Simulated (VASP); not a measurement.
## What goes wrong when the modes of C (Diamond) are computed with a bad input

Aim: see how common mistakes in a phonon run show up, on C (Diamond). The starting structure is a measured crystal structure from the Crystallography Open Database.

Method: Kohn-Sham DFT with plane waves and PAW; LDA, in VASP 6.6.1.

### 1. The starting structure

Symmetry: Fd-3m, No. 227, cubic system. Conventional cell: a = 3.567 Å, b = 3.567 Å, c = 3.567 Å, α = 90.00°, β = 90.00°, γ = 90.00°. Nearest to C lie 4 C at 1.54 Å.

### 2. Reference modes

The cell comes from a relaxation at this level, not shown (11.05 Å³).

INCAR reads:

```
SYSTEM = C
PREC = Accurate
ENCUT = 520
EDIFF = 1E-08
NELM = 100
ISMEAR = 0
SIGMA = 0.03
LREAL = .FALSE.
ALGO = Normal
GGA = CA
NBANDS = 10
LORBIT = 11
LWAVE = .FALSE.
LCHARG = .FALSE.
KPAR = 4
IBRION = 8
LEPSILON = .TRUE.
LPEAD = .TRUE.
ISIF = 2
```

POSCAR reads:

```
C
1.0
    0.0000000000      1.7679029686      1.7679029686
    1.7679029686      0.0000000000      1.7679029686
    1.7679029686      1.7679029686      0.0000000000
C
2
Direct
    0.7500000000      0.7500000000      0.7500000000
    0.5000000000      0.5000000000      0.5000000000
```

KPOINTS reads:

```
Automatic mesh
0
Gamma
14 14 14
0 0 0
```

PAW data sets: C (LDA family, release 64).

Run with:

```console
$ mpirun -np 4 vasp_std
```

The log of the run:

```text
[banner, memory and clock lines left out]
running    4 mpi-ranks, on    1 nodes
 distrk:  each k-point on    1 cores,    4 groups
 distr:  one band on    1 cores,    1 groups

 POSCAR found type information on POSCAR C
 POSCAR found :  1 types and       2 ions
 LDA part: xc-table for (Slater(with rela. corr.)+CA(PZ))
 , standard interpolation
 POSCAR, INCAR and KPOINTS ok, starting setup
 FFT: planning ... GRIDC
 FFT: planning ... GRID_SOFT
 FFT: planning ... GRID
 WAVECAR not read
 entering main loop
       N       E                     dE             d eps       ncg     rms          rms(c)
DAV:   1    -0.289603158583E+01   -0.28960E+01   -0.47871E+03  2240   0.764E+02
DAV:   2    -0.208087555124E+02   -0.17913E+02   -0.17528E+02  2752   0.126E+02
DAV:   3    -0.211055030123E+02   -0.29675E+00   -0.29583E+00  2434   0.130E+01
DAV:   4    -0.211061544888E+02   -0.65148E-03   -0.65145E-03  2290   0.690E-01
DAV:   5    -0.211061553572E+02   -0.86844E-06   -0.86844E-06  2358   0.241E-02    0.589E+00
DAV:   6    -0.204677780194E+02    0.63838E+00   -0.36651E-01  2170   0.448E+00    0.342E+00
DAV:   7    -0.202456845274E+02    0.22209E+00   -0.43001E-01  2246   0.486E+00    0.756E-01
DAV:   8    -0.202455014761E+02    0.18305E-03   -0.89263E-03  2220   0.851E-01    0.263E-02
DAV:   9    -0.202454897249E+02    0.11751E-04   -0.32929E-05  2360   0.482E-02    0.195E-02
DAV:  10    -0.202454911516E+02   -0.14267E-05   -0.17239E-06  2288   0.118E-02    0.450E-03
DAV:  11    -0.202454910957E+02    0.55889E-07   -0.57023E-08  2374   0.197E-03    0.707E-04
DAV:  12    -0.202454910879E+02    0.78097E-08   -0.12164E-09  1222   0.349E-04
   1 F= -.20245491E+02 E0= -.20245491E+02  d E =-.211948E-14
 Linear response reoptimize wavefunctions to high precision
DAV:   1    -0.202454910864E+02    0.15534E-08   -0.74534E-11  1374   0.912E-05
DAV:   2    -0.202454910864E+02    0.17906E-10   -0.26912E-12  1088   0.179E-05
 Linear response to external field (no local field effect), progress :
  Direction:   1
       N       E                     dE             d eps       ncg     rms          rms(c)
RMM:   1    -0.177988686904E+00   -0.17799E+00   -0.64979E-01  1248   0.225E+00
RMM:   2    -0.182129194473E+00   -0.41405E-02   -0.10474E-03  1248   0.270E-01
RMM:   3    -0.182133482898E+00   -0.42884E-05   -0.30973E-06  1243   0.113E-02
RMM:   4    -0.182133500985E+00   -0.18087E-07   -0.12391E-08  1114   0.758E-04
RMM:   5    -0.182133501056E+00   -0.71054E-10   -0.57969E-11   246   0.502E-05
 change of polarisation eV/A/(eV/A) component  1 :     0.364     0.162     0.047
 dielectric tensor                  component  1 :     6.965     2.650     0.768
 Linear response to external field (no local field effect), progress :
  Direction:   2
       N       E                     dE             d eps       ncg     rms          rms(c)
RMM:   1    -0.174780261660E+00   -0.17478E+00   -0.62073E-01  1248   0.227E+00
RMM:   2    -0.178790208067E+00   -0.40099E-02   -0.10135E-03  1248   0.272E-01
RMM:   3    -0.178794293595E+00   -0.40855E-05   -0.32028E-06  1243   0.112E-02
RMM:   4    -0.178794313470E+00   -0.19875E-07   -0.13437E-08  1119   0.808E-04
RMM:   5    -0.178794313533E+00   -0.63108E-10   -0.18665E-10   248   0.510E-05
 change of polarisation eV/A/(eV/A) component  2 :     0.162     0.358    -0.062
 dielectric tensor                  component  2 :     2.650     6.855    -1.011
 Linear response to external field (no local field effect), progress :
  Direction:   3
       N       E                     dE             d eps       ncg     rms          rms(c)
RMM:   1    -0.894773526627E-01   -0.89477E-01   -0.31690E-01  1232   0.168E+00
RMM:   2    -0.917752342656E-01   -0.22979E-02   -0.51687E-04  1248   0.189E-01
RMM:   3    -0.917772519298E-01   -0.20177E-05   -0.14693E-06  1245   0.823E-03
RMM:   4    -0.917772598198E-01   -0.78899E-08   -0.53138E-09  1082   0.578E-04
 change of polarisation eV/A/(eV/A) component  3 :     0.047    -0.062     0.184
 dielectric tensor                  component  3 :     0.768    -1.011     4.006
 Linear response to external field, progress :
  Direction:   1
       N       E                     dE             d eps       ncg     rms          rms(c)
RMM:   1    -0.147407261900E+00   -0.14741E+00   -0.52912E-01  2912   0.207E+00
RMM:   2    -0.150876475696E+00   -0.34692E-02   -0.85832E-04  2928   0.243E-01    0.692E-01
RMM:   3    -0.148623108954E+00    0.22534E-02   -0.74398E-04  7260   0.210E-01    0.403E-01
RMM:   4    -0.153492641846E+00   -0.48695E-02   -0.10915E-03  8055   0.256E-01    0.326E-02
RMM:   5    -0.153890257183E+00   -0.39762E-03   -0.11593E-05  7573   0.267E-02    0.280E-03
RMM:   6    -0.153904058372E+00   -0.13801E-04   -0.35447E-08  8124   0.167E-03    0.151E-03
RMM:   7    -0.153907407408E+00   -0.33490E-05   -0.55548E-09  8041   0.713E-04    0.102E-04
RMM:   8    -0.153907974712E+00   -0.56730E-06   -0.39749E-11  6825   0.639E-05    0.257E-05
RMM:   9    -0.153907860388E+00    0.11432E-06    0.27137E-11  3906   0.213E-05    0.215E-06
 change of polarisation eV/A/(eV/A) component  1 :     0.291     0.088     0.034
 dielectric tensor                  component  1 :     5.765     1.444     0.549
 Linear response to external field, progress :
  Direction:   2
       N       E                     dE             d eps       ncg     rms          rms(c)
RMM:   1    -0.147415997511E+00   -0.14742E+00   -0.52912E-01  2912   0.207E+00
RMM:   2    -0.150906322256E+00   -0.34903E-02   -0.86065E-04  2928   0.244E-01    0.692E-01
RMM:   3    -0.148653795877E+00    0.22525E-02   -0.74389E-04  7262   0.210E-01    0.403E-01
RMM:   4    -0.153522722577E+00   -0.48689E-02   -0.10911E-03  8053   0.256E-01    0.326E-02
RMM:   5    -0.153920104624E+00   -0.39738E-03   -0.11585E-05  7570   0.267E-02    0.280E-03
RMM:   6    -0.153934035242E+00   -0.13931E-04   -0.35427E-08  8130   0.167E-03    0.151E-03
RMM:   7    -0.153937372869E+00   -0.33376E-05   -0.56427E-09  8049   0.713E-04    0.102E-04
RMM:   8    -0.153937945249E+00   -0.57238E-06   -0.12642E-10  6829   0.637E-05    0.257E-05
RMM:   9    -0.153937828719E+00    0.11653E-06   -0.56724E-11  3934   0.214E-05    0.215E-06
 change of polarisation eV/A/(eV/A) component  2 :     0.072     0.291     0.005
 dielectric tensor                  component  2 :     1.177     5.766     0.078
 Linear response to external field, progress :
  Direction:   3
       N       E                     dE             d eps       ncg     rms          rms(c)
RMM:   1    -0.147417074709E+00   -0.14742E+00   -0.52914E-01  2912   0.207E+00
RMM:   2    -0.150905781863E+00   -0.34887E-02   -0.85880E-04  2928   0.244E-01    0.692E-01
RMM:   3    -0.148653299545E+00    0.22525E-02   -0.74106E-04  7262   0.209E-01    0.403E-01
RMM:   4    -0.153522377290E+00   -0.48691E-02   -0.10882E-03  8053   0.256E-01    0.326E-02
RMM:   5    -0.153919467798E+00   -0.39709E-03   -0.11581E-05  7577   0.267E-02    0.280E-03
RMM:   6    -0.153933468378E+00   -0.14001E-04   -0.34826E-08  8132   0.166E-03    0.152E-03
RMM:   7    -0.153936796686E+00   -0.33283E-05   -0.56007E-09  8050   0.711E-04    0.102E-04
RMM:   8    -0.153937375265E+00   -0.57858E-06   -0.12293E-10  6794   0.627E-05    0.256E-05
RMM:   9    -0.153937255201E+00    0.12006E-06   -0.54398E-11  3941   0.215E-05    0.216E-06
 change of polarisation eV/A/(eV/A) component  3 :     0.015     0.059     0.291
 dielectric tensor                  component  3 :     0.245     0.966     5.766
 Linear response DOF=           1
 Linear response progress:
  Degree of freedom:   1/  1
       N       E                     dE             d eps       ncg     rms          rms(c)
RMM:   1    -0.119729887664E+00   -0.11973E+00   -0.19123E-02 20482   0.207E+00
RMM:   2    -0.110281431028E+00    0.94485E-02   -0.82899E-04 13033   0.397E-01    0.189E-01
RMM:   3    -0.110579203060E+00   -0.29777E-03   -0.78195E-05 12856   0.112E-01    0.103E-01
RMM:   4    -0.111374284000E+00   -0.79508E-03   -0.15270E-04 12740   0.116E-01    0.133E-02
RMM:   5    -0.111337720975E+00    0.36563E-04    0.11573E-05 13885   0.138E-02    0.101E-03
RMM:   6    -0.111338885421E+00   -0.11644E-05    0.18456E-06 13887   0.813E-04    0.449E-04
RMM:   7    -0.111336376317E+00    0.25091E-05    0.73041E-07 14227   0.352E-04    0.664E-05
RMM:   8    -0.111336430959E+00   -0.54641E-07    0.53522E-09 14236   0.452E-05    0.101E-05
RMM:   9    -0.111336308124E+00    0.12283E-06   -0.28584E-08 14754   0.185E-05    0.149E-06
RMM:  10    -0.111336304441E+00    0.36830E-08   -0.14177E-08 11933   0.676E-06    0.152E-07
 first order change of Fermi-energy   0.39362E-04
 force on displaced ion       1 direction 1 : -38.569  -0.000  -0.000
 Born effective charge ion    1 direction 1 :  -0.000   0.000   0.000
 Born effective charges drift removed
 Linear response finished
```

It took 16 s on 4 MPI ranks of Intel Xeon 6975P-C (Granite Rapids), shared host; peak memory 1.1 GiB.

The logs omit lines about the potential files and the build; timing stands in the text.

Parts of OUTCAR (step 2):

```text
ion  position               nearest neighbor table
   1  0.750  0.750  0.750-   2 1.53   2 1.53   2 1.53   2 1.53
   2  0.500  0.500  0.500-   1 1.53   1 1.53   1 1.53   1 1.53

  LATTYP: Found a face centered cubic cell.
 ALAT       =     3.5358059372

 Subroutine GETGRP returns: Found 48 space group operations
 (whereof 24 operations were pure point group operations)

The static configuration has the point symmetry T_d .
 The point group associated with its full space group is O_h .

 Found    104 irreducible k-points:

   k-points           NKPTS =    104   k-points in BZ     NKDIM =    104   number of bands    NBANDS=     10

   dimension x,y,z NGX =    20 NGY =   20 NGZ =   20
   dimension x,y,z NGXF=    40 NGYF=   40 NGZF=   40

   ENCUT  =  520.0 eV  38.22 Ry    6.18 a.u.   4.65  4.65  4.65*2*pi/ulx,y,z

   NELECT =       8.0000    total number of electrons

 k-points in reciprocal lattice and weights: Automatic mesh
   0.00000000  0.00000000  0.00000000       0.000
   0.07142857  0.00000000  0.00000000       0.003
   0.14285714  0.00000000  0.00000000       0.003
   0.21428571  0.00000000  0.00000000       0.003
   0.28571429  0.00000000  0.00000000       0.003
   0.35714286  0.00000000  0.00000000       0.003
   0.42857143  0.00000000  0.00000000       0.003
   0.50000000  0.00000000  0.00000000       0.001
   0.07142857  0.07142857  0.00000000       0.002
[...]
-0.28571429  0.42857143  0.21428571       0.009
  -0.28571429  0.50000000  0.21428571       0.004

 average (electrostatic) potential at core
       1 -49.1194       2 -49.1194

  Total        0.0001006      0.0001006      0.0001006     -0.0000000      0.0000000      0.0000000
  in kB        0.0145916      0.0145916      0.0145916     -0.0000000      0.0000000      0.0000000
  external PRESSURE =       0.0145916 kB  Pullay stress =       0.0000000 kB

  energy-cutoff  :      520.00
  volume of cell :       11.05
      direct lattice vectors                 reciprocal lattice vectors
     0.000000000  1.767902969  1.767902969    -0.282820952  0.282820952  0.282820952
     1.767902969  0.000000000  1.767902969     0.282820952 -0.282820952  0.282820952
     1.767902969  1.767902969  0.000000000     0.282820952  0.282820952 -0.282820952

 POSITION                                       TOTAL-FORCE (eV/Angst)
 -----------------------------------------------------------------------------------
      2.65185      2.65185      2.65185         0.000000      0.000000      0.000000
      1.76790      1.76790      1.76790        -0.000000     -0.000000     -0.000000
 -----------------------------------------------------------------------------------
    total drift:                                0.000000     -0.000000      0.000000

 MACROSCOPIC STATIC DIELECTRIC TENSOR (including local field effects in DFT)
 ------------------------------------------------------
           5.765531    -0.000000     0.000000
           0.000000     5.765531    -0.000000
          -0.000000    -0.000000     5.765531
 ------------------------------------------------------

 PIEZOELECTRIC TENSOR (including local field effects)  for field in x, y, z        (C/m^2)
          XX          YY          ZZ          XY          YZ          ZX
  --------------------------------------------------------------------------------
  x    -0.00000    -0.00000    -0.00000     0.00000    -0.00000    -0.00000
  y    -0.00000    -0.00000     0.00000    -0.00000     0.00000    -0.00000
  z     0.00000    -0.00000     0.00000    -0.00000    -0.00000     0.00000

 BORN EFFECTIVE CHARGES (including local field effects) (in |e|, cummulative output)
 ---------------------------------------------------------------------------------
 ion    1
    1     0.00000     0.00000     0.00000
    2     0.00000     0.00000     0.00000
    3     0.00000    -0.00000    -0.00000
 ion    2
    1    -0.00000     0.00000     0.00000
    2     0.00000    -0.00000     0.00000
    3     0.00000     0.00000     0.00000

 Eigenvectors and eigenvalues of the dynamical matrix
 ----------------------------------------------------

   1 f  =   39.618209 THz   248.928548 2PiTHz 1321.521199 cm-1   163.847673 meV
             X         Y         Z           dx          dy          dz
      2.651854  2.651854  2.651854     0.000000   -0.707107    0.000000
      1.767903  1.767903  1.767903     0.000000    0.707107    0.000000

   2 f  =   39.618209 THz   248.928548 2PiTHz 1321.521199 cm-1   163.847673 meV
             X         Y         Z           dx          dy          dz
      2.651854  2.651854  2.651854    -0.707107    0.000000    0.000000
      1.767903  1.767903  1.767903     0.707107    0.000000    0.000000

   3 f  =   39.618209 THz   248.928548 2PiTHz 1321.521199 cm-1   163.847673 meV
             X         Y         Z           dx          dy          dz
      2.651854  2.651854  2.651854     0.000000    0.000000   -0.707107
      1.767903  1.767903  1.767903     0.000000    0.000000    0.707107

   4 f  =    0.000000 THz     0.000000 2PiTHz    0.000000 cm-1     0.000000 meV
             X         Y         Z           dx          dy          dz
      2.651854  2.651854  2.651854     0.707107    0.000000    0.000000
      1.767903  1.767903  1.767903     0.707107    0.000000    0.000000

   5 f  =    0.000000 THz     0.000000 2PiTHz    0.000000 cm-1     0.000000 meV
             X         Y         Z           dx          dy          dz
      2.651854  2.651854  2.651854     0.000000    0.707107    0.000000
      1.767903  1.767903  1.767903     0.000000    0.707107    0.000000

   6 f  =    0.000000 THz     0.000000 2PiTHz    0.000000 cm-1     0.000000 meV
             X         Y         Z           dx          dy          dz
      2.651854  2.651854  2.651854     0.000000    0.000000    0.707107
      1.767903  1.767903  1.767903     0.000000    0.000000    0.707107

 MACROSCOPIC STATIC DIELECTRIC TENSOR IONIC CONTRIBUTION
 ------------------------------------------------------
           0.000000     0.000000     0.000000
           0.000000     0.000000    -0.000000
           0.000000    -0.000000     0.000000
 ------------------------------------------------------

 ELASTIC MODULI CONTR FROM IONIC RELAXATION (kBar)
 Direction    XX          YY          ZZ          XY          YZ          ZX
 --------------------------------------------------------------------------------
 XX          -0.0000     -0.0000     -0.0000      0.0000      0.0000      0.0000
 YY          -0.0000     -0.0000     -0.0000      0.0000      0.0000     -0.0000
 ZZ          -0.0000     -0.0000     -0.0000      0.0000      0.0000      0.0000
 XY           0.0000      0.0000      0.0000    -63.5258      0.0000      0.0000
 YZ           0.0000      0.0000      0.0000      0.0000    -63.5258      0.0000
 ZX           0.0000     -0.0000      0.0000      0.0000      0.0000    -63.5258
 --------------------------------------------------------------------------------

 PIEZOELECTRIC TENSOR IONIC CONTR  for field in x, y, z        (C/m^2)
          XX          YY          ZZ          XY          YZ          ZX
  --------------------------------------------------------------------------------
  x     0.00000     0.00000     0.00000     0.00000    -0.00000     0.00000
  y     0.00000    -0.00000     0.00000     0.00000     0.00000    -0.00000
  z    -0.00000     0.00000    -0.00000     0.00000     0.00000     0.00000
```

Energies printed during the response cycles are not total energies of the cell.

Reference: the zone-centre mode is T2g 1321.5 cm⁻¹.

### 3. Modes with finite displacements, else as the reference

Against step 2 the input has IBRION = 6, NFREE = 2, POTIM = 0.015, no LEPSILON and no LPEAD (also changed: NSW).

Changes to INCAR since step 2:

```diff
@@ -15,5 +15,6 @@
 KPAR = 4
-IBRION = 8
-LEPSILON = .TRUE.
-LPEAD = .TRUE.
+IBRION = 6
+NFREE = 2
+POTIM = 0.015
+NSW = 1
 ISIF = 2
```

POSCAR is that of step 2.

KPOINTS is that of step 2.

Run with:

```console
$ mpirun -np 4 vasp_std
```

The log of the run:

```text
[... set-up lines as in an earlier step ...]
 entering main loop
       N       E                     dE             d eps       ncg     rms          rms(c)
[... 12 cycles as in an earlier step ...]
   1 F= -.20245491E+02 E0= -.20245491E+02  d E =-.211948E-14
 Found     1 degrees of freedom:
 Finite differences POTIM= 0.01500 DOF=   1
[...]
N       E                     dE             d eps       ncg     rms          rms(c)
DAV:   1    -0.202413017681E+02    0.41893E-02   -0.51423E-01  8560   0.572E+00    0.133E-01
DAV:   2    -0.202412944139E+02    0.73543E-05   -0.27885E-03  9830   0.510E-01    0.779E-02
DAV:   3    -0.202411554626E+02    0.13895E-03   -0.31210E-04  9596   0.139E-01    0.878E-03
DAV:   4    -0.202411546256E+02    0.83700E-06   -0.14096E-05  9602   0.354E-02    0.540E-03
DAV:   5    -0.202411535637E+02    0.10619E-05   -0.25329E-06  9176   0.113E-02    0.385E-04
DAV:   6    -0.202411535717E+02   -0.79841E-08   -0.11075E-07  9580   0.294E-03    0.239E-04
DAV:   7    -0.202411535710E+02    0.65347E-09   -0.15170E-09  4782   0.306E-04
   2 F= -.20241154E+02 E0= -.20241154E+02  d E =-.226007E-37
 Finite differences progress:
  Degree of freedom:   1/  1
  Displacement:        1/  2
  Total:               1/  2
[...]
N       E                     dE             d eps       ncg     rms          rms(c)
DAV:   1    -0.202422351712E+02   -0.10816E-02   -0.12332E+00  8626   0.829E+00    0.264E-01
DAV:   2    -0.202417090671E+02    0.52610E-03   -0.65772E-03  9536   0.747E-01    0.154E-01
DAV:   3    -0.202411614711E+02    0.54760E-03   -0.12611E-03  9506   0.278E-01    0.175E-02
DAV:   4    -0.202411571640E+02    0.43071E-05   -0.54991E-05  9558   0.688E-02    0.104E-02
DAV:   5    -0.202411535264E+02    0.36376E-05   -0.89117E-06  9334   0.212E-02    0.917E-04
DAV:   6    -0.202411535583E+02   -0.31980E-07   -0.39251E-07  9648   0.557E-03    0.446E-04
DAV:   7    -0.202411535570E+02    0.13624E-08   -0.63619E-09  5880   0.601E-04
   3 F= -.20241154E+02 E0= -.20241154E+02  d E =-.226579E-37
 Finite differences progress:
  Degree of freedom:   1/  1
  Displacement:        2/  2
  Total:               2/  2
```

Run time: 7.2 s. Hardware: 4 MPI ranks; peak memory 0.68 GiB.

OUTCAR, selected parts (step 3):

```text
  Total        0.0028552      0.0073969      0.0073969      0.0000000      0.0633169      0.0000000
  in kB        0.4139445      1.0723899      1.0723899      0.0000000      9.1796286      0.0000000
  external PRESSURE =       0.8529081 kB  Pullay stress =       0.0000000 kB

 POSITION                                       TOTAL-FORCE (eV/Angst)
 -----------------------------------------------------------------------------------
      2.63685      2.65185      2.65185         0.578206      0.000000      0.000000
      1.76790      1.76790      1.76790        -0.578206      0.000000      0.000000
 -----------------------------------------------------------------------------------
    total drift:                                0.000010     -0.000001     -0.000001

  FREE ENERGIE OF THE ION-ELECTRON SYSTEM (eV)
  ---------------------------------------------------
  free  energy   TOTEN  =       -20.2411535570 eV

  energy  without entropy=      -20.2411535570  energy(sigma->0) =      -20.24115356

[... 2 parts as in an earlier step ...]

[... 1 further part left out ...]
[key lines of the parts left out:]
E-fermi :  10.6038
```

The last energy, forces and stress in OUTCAR belong to the last displaced cell, not to that of POSCAR.

With finite displacements, else as the reference the mode is T2g 1321.2 cm⁻¹, -0.3 cm⁻¹ from the reference.

(Part 1 of 2 ends here.)

[Lines on the potential files, build, host, timing and source positions are cut from VASP's logs without a mark.]

[Logs are printed without paths, hosts, clocks, repeated set-up lines and the standing remarks that a program may print on its own settings, such as how far it seeks lower states.]

[Hosts, paths, dates, database ids (printed as entryN), source tags and the programs' standing remarks are cut or masked in the printed files.]
